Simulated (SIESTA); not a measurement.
Runs of SIESTA 5.4.2 on Cu. The cell holds a slab with vacuum, 6 atoms: a = 2.534 Å, b = 2.534 Å, c = 25.281 Å, α = 90.00°, β = 90.00°, γ = 120.00°. The slab is cut from a database's or a generator's crystal, which needn't be the stable form of the element.

| potentials or basis | k mesh | gap on the mesh (eV) | largest force (eV/Å) | work function (eV) |
| --- | --- | --- | --- | --- |
| PseudoDojo 0.4 standard (PBE files), DZ (energy shift 0.003 Ry; two zetas on semicore shells) | 8 × 8 × 1 | none | 0.29 | 5.08 |
| PseudoDojo 0.4 standard (PBE files), SZ (energy shift 0.003 Ry) | 8 × 8 × 1 | none | (c) | -1.57 |
| PseudoDojo 0.4 standard (PBE files), DZDP (energy shift 0.003 Ry; two zetas on semicore shells) | 8 × 8 × 1 | none | 0.27 | 4.66 |
| PseudoDojo 0.4 standard (PBE files), DZP (energy shift 0.003 Ry; two zetas on semicore shells) | 8 × 8 × 1 | none | 0.28 | 4.86 |
| PseudoDojo 0.4 standard (PBE files), SZP (energy shift 0.003 Ry) | 8 × 8 × 1 | none | 0.25 | 5.00 |
| PseudoDojo 0.4 standard (PBE files), TZP (energy shift 0.003 Ry; two zetas on semicore shells) | 8 × 8 × 1 | none | 0.24 | 4.76 |
| PseudoDojo 0.4 standard (PBE files), DZP (energy shift 0.003 Ry; two zetas on semicore shells) | 12 × 12 × 1 | none | (b) | - |
| PseudoDojo 0.4 standard (PBE files), TZDP (energy shift 0.003 Ry; two zetas on semicore shells) | 8 × 8 × 1 | none | 0.26 | (a) |

Alike in all rows: task single point; level PBE; no spin polarisation; cell as given; smearing fermi-dirac 0.05 eV; grid cutoff 800 Ry; energy shift 0.003 Ry.

Problem. Estimate the missing entries.

Solution. (a) 4.65; (b) 0.18; (c) 1.69.

Caveats: the basis of atomic orbitals isn't converged, which shifts pressures, moduli and gaps; the basis has no polarisation orbitals (some runs).

A gap of «none» marks a metal or a gap under the smearing width.
